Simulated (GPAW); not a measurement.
The system is PbF2 (Fluorocronite).

```xyz
3
Lattice="0.0000 2.9637 2.9637 2.9637 0.0000 2.9637 2.9637 2.9637 0.0000" Properties=species:S:1:pos:R:3 pbc="T T T"
Pb    0.0000    0.0000    0.0000
F     4.4455    4.4455    4.4455
F     1.4818    1.4818    1.4818
```

Base run:

- Program: GPAW 26.7.0
- Functional: r2SCAN
- Potentials or basis: GPAW PAW data sets (gpaw-data 1.2.1)
- Cutoff: 800 eV
- Basis: pw
- k mesh: 8 × 8 × 8
- Occupations: fermi-dirac, width 0.05 eV
- Spin: no spin polarisation

Its results: band gap on the k mesh 4.86 eV, indirect (least direct gap 5.01 eV).

Q: The run is repeated on the same cell with these changes: functional from r2SCAN to TB-mBJ; potentials or basis from GPAW PAW data sets (gpaw-data 1.2.1) to GPAW PAW data sets for LDA (gpaw-data 1.2.1). What comes out?

A: Band gap on the k mesh 5.77 eV, indirect (least direct gap 5.84 eV).

Caveats: spin-orbit coupling is left out, which as a rule narrows the gap of such compounds by several tenths of an eV; a model potential gives levels but no total energy (some runs).
